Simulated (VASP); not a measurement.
# W in VASP: relaxation of the atoms with PBE

Aim: the relaxation of the atoms of W with PBE.

Everything below comes from runs of VASP 6.6.1. Logs are shortened: lines on timing, memory, paths and dates and some standing lists are left out, and cuts for length are marked.

### 1 The slab as given

The cell holds a slab with vacuum, 4 atoms: a = 2.866 Å, b = 2.866 Å, c = 28.280 Å, α = 90.00°, β = 90.00°, γ = 109.47°.

The cell was built by a generator and needn't be a form met in nature.

### 2 Relaxation of the atoms, PBE

INCAR

```
SYSTEM = W
PREC = Accurate
ENCUT = 520
EDIFF = 1E-7
ISMEAR = 1
SIGMA = 0.1
LREAL = .FALSE.
LASPH = .TRUE.
NELM = 120
ALGO = Normal
ISIF = 2
LWAVE = .FALSE.
LCHARG = .FALSE.
LDIPOL = .TRUE.
IDIPOL = 3
DIPOL = 0.5 0.5 0.500
GGA = PE
IBRION = 2
NSW = 90
EDIFFG = -0.02
```

KPOINTS

```
Automatic mesh
0
G
  12 12 1
  0 0 0
```

POSCAR

```
W
1.0
    2.8655568500      0.0000000000      0.0000000000
   -0.9551856200      2.7016728600      0.0000000000
    0.0000000000      0.0000000000     28.2800156200
W
4
Direct
    0.1666670000      0.8333330000      0.3857694900
    0.6666670000      0.3333330000      0.4619243500
    0.1666670000      0.8333330000      0.5380792200
    0.6666670000      0.3333330000      0.6142305100
```

Potentials or basis: VASP PAW PBE potentials, release 64 (W_sv).

On the command line:

```bash
> cat potpaw_PBE.64/W_sv/POTCAR > POTCAR
> mpirun -np 1 vasp_std > vasp.out
```

OUTCAR:

```text
SYSTEM = W
   PREC = Accurate
   ENCUT = 520
   EDIFF = 1E-7
   ISMEAR = 1
   LREAL = .FALSE.
   LASPH = .TRUE.
   NELM = 120
   ISIF = 2
   GGA = PE
   IBRION = 2
   NSW = 90
   EDIFFG = -0.02

 ion  position               nearest neighbor table
   1  0.167  0.833  0.386-   2 2.72   2 2.72   2 3.18   2 3.18
   2  0.667  0.333  0.462-   1 2.72   1 2.72   3 2.72   3 2.72   1 3.18   1 3.18   3 3.18   3 3.18

   3  0.167  0.833  0.538-   4 2.72   4 2.72   2 2.72   2 2.72   4 3.18   4 3.18   2 3.18   2 3.18

   4  0.667  0.333  0.614-   3 2.72   3 2.72   3 3.18   3 3.18

  LATTYP: Found a base centered orthorhombic cell.
 ALAT       =     3.3088599969
 B/A-ratio  =     1.4142135723
 C/A-ratio  =     8.5467549690

  Lattice vectors:

 A1 = (   2.8655568500,   0.0000000000,   0.0000000000)
 A2 = (  -0.9551856200,   2.7016728600,   0.0000000000)
 A3 = (   0.0000000000,   0.0000000000,  28.2800156200)

Analysis of symmetry for initial positions (statically):
=====================================================================
 Subroutine PRICEL returns:
 Original cell was already a primitive cell.

 Routine SETGRP: Setting up the symmetry group for a
 base centered orthorhombic supercell.

 Subroutine GETGRP returns: Found  8 space group operations
 (whereof  2 operations were pure point group operations)
 out of a pool of  8 trial point group operations.

The static configuration has the point symmetry C_1h.
 The point group associated with its full space group is D_2h.

Analysis of symmetry for dynamics (positions and initial velocities):
=====================================================================
 Subroutine PRICEL returns:
 Original cell was already a primitive cell.

 Routine SETGRP: Setting up the symmetry group for a
 base centered orthorhombic supercell.

 Subroutine GETGRP returns: Found  8 space group operations
 (whereof  2 operations were pure point group operations)
 out of a pool of  8 trial point group operations.

The dynamic configuration has the point symmetry C_1h.
 The point group associated with its full space group is D_2h.

 Subroutine INISYM returns: Found  8 space group operations
 (whereof  2 operations are pure point group operations),
 and found     1 'primitive' translations

----------------------------------------------------------------------------------------

                                     Primitive cell

  volume of cell :     218.9381

  direct lattice vectors                    reciprocal lattice vectors
     2.865556850  0.000000000  0.000000000     0.348972312  0.123380347  0.000000000
    -0.955185620  2.701672860  0.000000000     0.000000000  0.370141039  0.000000000
     0.000000000  0.000000000 28.280015620     0.000000000  0.000000000  0.035360659

  length of vectors
     2.865556850  2.865556806 28.280015620     0.370141034  0.370141039  0.035360659

  position of ions in fractional coordinates (direct lattice)
     0.166667000  0.833333000  0.385769490
     0.666667000  0.333333000  0.461924350
     0.166667000  0.833333000  0.538079220
     0.666667000  0.333333000  0.614230510

  ion indices of the primitive-cell ions
   primitive index   ion index
                 1           1
                 2           2
                 3           3
                 4           4

----------------------------------------------------------------------------------------

 KPOINTS: Automatic mesh

Automatic generation of k-mesh.
 Grid dimensions read from file:
 generate k-points for:   12   12    1

 Generating k-lattice:

  Cartesian coordinates                     Fractional coordinates (reciprocal lattice)
     0.029081026  0.010281696  0.000000000     0.083333333  0.000000000  0.000000000
     0.000000000  0.030845087  0.000000000     0.000000000  0.083333333  0.000000000
     0.000000000  0.000000000  0.035360659     0.000000000  0.000000000  1.000000000

  Length of vectors
     0.030845086  0.030845087  0.035360659

  Shift w.r.t. Gamma in fractional coordinates (k-lattice)
     0.000000000  0.000000000  0.000000000

 Subroutine IBZKPT returns following result:
 ===========================================

 Found     43 irreducible k-points:

 Following reciprocal coordinates:
            Coordinates               Weight
  0.000000  0.000000  0.000000      1.000000
  0.083333 -0.000000  0.000000      4.000000
  0.166667 -0.000000  0.000000      4.000000
  0.250000 -0.000000  0.000000      4.000000
  0.333333 -0.000000  0.000000      4.000000
  0.416667  0.000000  0.000000      4.000000
[... 16 lines left out ...]
  0.500000  0.166667  0.000000      4.000000
 -0.416667  0.166667  0.000000      4.000000
 [... further k-points ...]
   k-points           NKPTS =     43   k-points in BZ     NKDIM =     43   number of bands    NBANDS=     33
   number of dos      NEDOS =    301   number of ions     NIONS =      4
   total plane-waves  NPLWV = 120960
   dimension x,y,z NGX =    24 NGY =   24 NGZ =  210
   dimension x,y,z NGXF=    48 NGYF=   48 NGZF=  420
   ions per type =               4
   NGX,Y,Z   is equivalent  to a cutoff of  13.92, 13.92, 12.34 a.u.
   NGXF,Y,Z  is equivalent  to a cutoff of  27.85, 27.85, 24.69 a.u.
 SYSTEM =  W
   PREC   = accura    normal or accurate (medium, high low for compatibility)
   ISTART =      0    job   : 0-new  1-cont  2-samecut
   ICHARG =      2    charge: 1-file 2-atom 10-const
   ISPIN  =      1    spin polarized calculation?
   LNONCOLLINEAR =      F non collinear calculations
   LSORBIT =      F    spin-orbit coupling
   LASPH  =      T    aspherical Exc in radial PAW
   ENCUT  =  520.0 eV  38.22 Ry    6.18 a.u.   5.33  5.33 52.58*2*pi/ulx,y,z
   NELM   =    120;   NELMIN=  2; NELMDL= -5     # of ELM steps
   EDIFF  = 0.1E-06   stopping-criterion for ELM
   LREAL  =      F    real-space projection
   EDIFFG = -.2E-01   stopping-criterion for IOM
   NSW    =     90    number of steps for IOM
   IBRION =      2    ionic relax: 0-MD 1-quasi-New 2-CG
   NFREE  =      1    steps in history (QN), initial steepest desc. (CG)
   ISIF   =      2    stress and relaxation
   ISYM   =      2    0-nonsym 1-usesym 2-fastsym
   POTIM  = 0.5000    time-step for ionic-motion
   TEBEG  =    0.0;   TEEND  =   0.0 temperature during run
   PSTRESS=    0.0 pullay stress
   NELECT =      56.0000    total number of electrons
   NUPDOWN=      -1.0000    fix difference up-down
   EMIN   =  10.00;   EMAX   =-10.00  energy-range for DOS
   EFERMI =   0.00;   METHOD = LEGACY
   ISMEAR =     1;   SIGMA  =   0.10  broadening in eV -4-tet -1-fermi 0-gaus
   EFERMI_NEDOS =   21; number of points for ismear=-14 and -15
   IALGO  =     38    algorithm
   IMIX   =      4    mixing-type and parameters
     AMIX     =   0.40;   BMIX     =  1.00
     AMIX_MAG =   1.60;   BMIX_MAG =  1.00
  volume/ion in A,a.u.               =      54.73       369.37
  Fermi-wavevector in a.u.,A,eV,Ry     =   1.039195  1.963794 14.693287  1.079926
  Thomas-Fermi vector in A             =   2.173714
   LORBIT       =      0    0 simple, 1 ext, 2 COOP (PROOUT), +10 PAW based schemes
   GGA     = PE    functional components
   LHFCALC =     F    Hartree Fock is set to
   AEXX    =    0.0000 exact exchange contribution
   IVDW    =     0    specifies the selected vdW correction
   LEPSILON=     F    determine dielectric tensor
   LRPA    =     F    only Hartree local field effects (RPA)
 conjugate gradient relaxation of ions
 non-spin polarized calculation
 Methfessel and Paxton  Order N= 1 SIGMA  =   0.10
  energy-cutoff  :      520.00
  volume of cell :      218.94
 maximum number of plane-waves:      5938
 NGX is ok and might be reduce to    24
   NGX = 11   NGY = 11   NGZ =105

--------------------------------------- Ionic step        1  -------------------------------------------

 number of electron      56.0000002 magnetization

 Free energy of the ion-electron system (eV)
  ---------------------------------------------------
  ext. energy  EPLUGINS =         0.00000000
  ---------------------------------------------------
  free energy    TOTEN  =       -48.27748564 eV

  energy without entropy =      -48.27845853  energy(sigma->0) =      -48.27780994

------------------------ aborting loop because EDIFF is reached ----------------------------------------

  FORCE on cell =-STRESS in cart. coord.  units (eV):
  Direction    XX          YY          ZZ          XY          YZ          ZX
  --------------------------------------------------------------------------------------
  -------------------------------------------------------------------------------------
  Total      -11.1988859    -11.9726816     -1.6631863     -1.0943128      0.0000000      0.0000000
  in kB      -81.9528328    -87.6154267    -12.1711062     -8.0081213      0.0000000      0.0000000
  external PRESSURE =     -60.5797886 kB  Pullay stress =       0.0000000 kB
[... 27 lines left out ...]
 number of electron      56.0000004 magnetization

------------------------ aborting loop because EDIFF is reached ----------------------------------------

 vacuum level on the upper side and lower side of the slab       (xc-potential included)        -0.019         0.003

  FORCE on cell =-STRESS in cart. coord.  units (eV):
  Direction    XX          YY          ZZ          XY          YZ          ZX
  --------------------------------------------------------------------------------------
  -------------------------------------------------------------------------------------
  Total       -9.9308442    -10.8720310     -0.8481452     -1.3310396      0.0000000     -0.0000000
  in kB      -72.6733731    -79.5609263     -6.2066797     -9.7404749      0.0000000     -0.0000000
  external PRESSURE =     -52.8136597 kB  Pullay stress =       0.0000000 kB
[... 101 lines left out ...]
--------------------------------------- Ionic step        5  -------------------------------------------

 number of electron      56.0000003 magnetization

 dipolmoment           0.000000      0.000000     -0.000984 electrons x Angstroem

 Free energy of the ion-electron system (eV)
  ---------------------------------------------------
  ext. energy  EPLUGINS =         0.00000000
  ---------------------------------------------------
  free energy    TOTEN  =       -48.32988745 eV

  energy without entropy =      -48.32729225  energy(sigma->0) =      -48.32902238

 E-fermi :   0.0838     XC(G=0):  -4.8093

 val. band max:        0.0812283921   @ k =   0.3333   0.3333   0.0000
 cond. band min:       0.0993350610   @ k =   0.1667   0.0833   0.0000
 fundamental gap:      0.0181066689
 Fermi energy:         0.0837501439

 k-point     1 :       0.0000    0.0000    0.0000
  band No.  band energies     occupation
      1     -74.1652      2.00000
      2     -74.1119      2.00000
      3     -73.9982      2.00000
      4     -73.9759      2.00000
      5     -38.8597      2.00000
      6     -38.6001      2.00000
[... 853 lines left out ...]
     32       1.5061     -0.00000
     33       2.4957      0.00000

 [... further k-points ...]

------------------------ aborting loop because EDIFF is reached ----------------------------------------

 vacuum level on the upper side and lower side of the slab       (xc-potential included)        -0.087        -0.065

  FORCE on cell =-STRESS in cart. coord.  units (eV):
  Direction    XX          YY          ZZ          XY          YZ          ZX
  --------------------------------------------------------------------------------------
  -------------------------------------------------------------------------------------
  Total       -9.6070632    -10.5351927     -0.0321148     -1.3125738     -0.0000000      0.0000000
  in kB      -70.3039615    -77.0959621     -0.2350143     -9.6053429     -0.0000000      0.0000000
  external PRESSURE =     -49.2116460 kB  Pullay stress =       0.0000000 kB
[... 19 lines left out ...]
  FREE ENERGIE OF THE ION-ELECTRON SYSTEM (eV)
  ---------------------------------------------------
  free  energy   TOTEN  =       -48.3298874455 eV

  energy  without entropy=      -48.3272922542  energy(sigma->0) =      -48.32902238

 reached required accuracy - stopping structural energy minimisation

 vacuum level on the upper side and lower side of the slab         4.717         4.741
```

Run time: 46 min. Hardware: 1 thread of Intel Xeon Platinum 8375C at 2.90GHz (Ice Lake), shared host; peak memory 0.49 GiB.

Results:

```yaml
Free_energy: -48.3299 eV
Energy_gained_by_relaxing: 13.1 meV/atom
Ionic_steps: 5
Largest_force_after_relaxing: 0.004 eV/Å
Band_gap_on_the_k_mesh: none (metal or under the smearing width)
```

Forces in eV/Å, atoms in the order of the input:
```
W    0.000  0.000 -0.003
W    0.000  0.000  0.004
W    0.000  0.000 -0.004
W    0.000  0.000  0.003
```

The path:
| step | energy change (eV) | largest force (eV/Å) | pressure (GPa) |
| --- | --- | --- | --- |
| 1 | 0.0000 | 0.9450 | -6.06 |
| 2 | -0.0484 | 0.1827 | -5.28 |
| 3 | -0.0493 | 0.1158 | -5.40 |
| 4 | -0.0507 | 0.0841 | -5.27 |
| 5 | -0.0524 | 0.0039 | -4.92 |

Final structure:
```
CELL_PARAMETERS angstrom
2.86556 0.00000 0.00000
-0.95519 2.70167 0.00000
0.00000 0.00000 28.28002
ATOMIC_POSITIONS crystal
W 0.16667 0.83333 0.38739
W 0.66667 0.33333 0.46085
W 0.16667 0.83333 0.53916
W 0.66667 0.33333 0.61261
```

Levels at points of the mesh, in eV from the Fermi level:
```csv
k point,band 26,band 27,band 28,band 29,band 30,band 31
"(0.00, 0.00, 0.00)",-0.91,-0.89,-0.79,0.04,0.05,1.04
"(0.50, 0.00, 0.00)",-1.44,0.47,0.48,1.55,1.56,1.68
"(0.50, 0.50, 0.00)",0.72,0.86,1.08,1.20,1.56,2.30
```

The run has no spin-orbit coupling, so splittings on W are missing.
